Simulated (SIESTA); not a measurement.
Runs of SIESTA 5.4.2 on C. The structure is hexagonal, space group P6_3/mmc (No. 194). The conventional cell has a = 2.522 Å, b = 2.522 Å, c = 8.237 Å, α = 90.00°, β = 90.00°, γ = 120.00°. C (site symmetry 3m) is surrounded by 4 C at 1.54 Å. Around C (site symmetry 3m) lie 4 C at 1.54 Å. This is a hexagonal form of diamond, not graphite.

| task | level | potentials or basis | cell | k mesh | optimiser | force tolerance | gap on the mesh (eV) | pressure (GPa) | relaxed volume (Å³/atom) | largest force (eV/Å) |
| --- | --- | --- | --- | --- | --- | --- | --- | --- | --- | --- |
| relaxation of cell and atoms | LDA | PseudoDojo 0.4 standard (LDA files), DZP (energy shift 0.002 Ry) | relaxed | 8 × 8 × 3 | CG | 0.02 eV/Å | 4.69 | 0.1 | (a) | 0.01 |
| relaxation of cell and atoms | PBEJsJrLO | PseudoDojo 0.4 standard (PBE files), DZP (energy shift 0.002 Ry) | relaxed | 8 × 8 × 3 | Broyden | 0.01 eV/Å | 4.57 | 0.0 | 5.77 | - |
| band structure | B86bPBE | PseudoDojo 0.4 standard (PBE files), DZP (energy shift 0.002 Ry) | as given | 12 × 12 × 4 | - | - | 4.62 | (b) | - | 0.33 |
| band structure | vdW-DF2 | PseudoDojo 0.4 standard (PBE files), DZP (energy shift 0.002 Ry) | as given | 12 × 12 × 4 | - | - | 5.02 | 30.8 | - | 0.35 |

Alike in all rows: no spin polarisation; smearing fermi-dirac 0.05 eV; grid cutoff 500 Ry; energy shift 0.002 Ry.

Task: Fill in the values left out.

Result: (a) 5.63; (b) 12.2.

Caveats: the basis of atomic orbitals isn't converged, which shifts pressures, moduli and gaps; the potentials were made for another functional, which shifts forces and pressure (some runs); an odd mesh through Γ misses points on the zone boundary, where band edges often lie (some runs); a pressure of tens of GPa on the cell as given is suspect, and the run, the potentials or the cell itself is likely at fault (some runs).

Runs at the PBE level aren't shown here.
